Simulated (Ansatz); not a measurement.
# SrO: the change of band gap and smallest direct gap on path with volume per atom

Results calculated with Ansatz 0.2.0, not measured. Periodic Kohn-Sham DFT of a crystal at fixed atoms; Kohn-Sham levels at symmetry points; band -1 is the highest filled and +1 the lowest empty one at that point, spin up along a +z start moment.

Cell of the first row (space group Fm-3m, No. 225):
```
CELL_PARAMETERS angstrom
0.00000 2.51730 2.51730
2.51730 0.00000 2.51730
2.51730 2.51730 0.00000
ATOMIC_POSITIONS crystal
Sr 0.00000 0.00000 0.00000
O 0.50000 0.50000 0.50000
```

Settings of every row: method all-electron LAPW; functional PBEsol; relativity scalar; k mesh 8x8x8; filling fermi-dirac; smearing width 0.03 eV; basis error target 0.5 meV/atom; nucleus gaussian.

Atom start moment: 0 on all atoms.

Limits: semilocal functionals tend to give too small a gap.

| row | volume per atom (Å³) | band gap (eV) | smallest direct gap on path (eV) |
| --- | --- | --- | --- |
| 1 | 15.952 | 3.152 | 3.177 |
| 2 | 16.292 | 3.171 | 3.215 |
| 3 | 16.631 | 3.187 | 3.248 |
| 4 | 16.801 | 3.194 | 3.263 |
| 5 | 16.971 | ? | ? |
| 6 | 17.14 | 3.207 | 3.29 |
| 7 | 17.31 | 3.213 | 3.302 |
| 8 | 17.649 | 3.222 | 3.324 |
| 9 | 17.989 | 3.23 | 3.343 |

Question: what band gap and smallest direct gap on path should row 5 give?

Worked fit of band gap. Take t = volume per atom − 17, in Å³. The shown rows have t = -1.048, -0.708, -0.369, -0.199, 0.14, 0.31, 0.649, 0.989. Least squares give band gap = 3.202 + 0.03753 × t − 0.00956 × t² eV; a straight line predicts inner rows, each left out in turn, worse (root mean square 0.0032 against 0.00033 eV). All shown rows lie on it to the printed digit. The withheld row has t = -0.029, so the fit gives 3.202 + 0.03753 × (-0.029) − 0.00956 × (-0.029)² = 3.201 eV.

The calculation gave 3.201 eV. The fit meets it to the printed digit.

Worked fit of smallest direct gap on path. Take t = volume per atom − 17, in Å³. The shown rows have t = -1.048, -0.708, -0.369, -0.199, 0.14, 0.31, 0.649, 0.989. Least squares give smallest direct gap on path = 3.2793 + 0.08003 × t − 0.01631 × t² eV; a straight line predicts inner rows, each left out in turn, worse (root mean square 0.0054 against 0.00055 eV). The rows lie off it by -0.001, 0.001, 0.000, 0.000, 0.000, -0.001, 0.000, 0.001. The withheld row has t = -0.029, so the fit gives 3.2793 + 0.08003 × (-0.029) − 0.01631 × (-0.029)² = 3.277 eV.

The calculation gave 3.277 eV. The fit meets it to the printed digit.
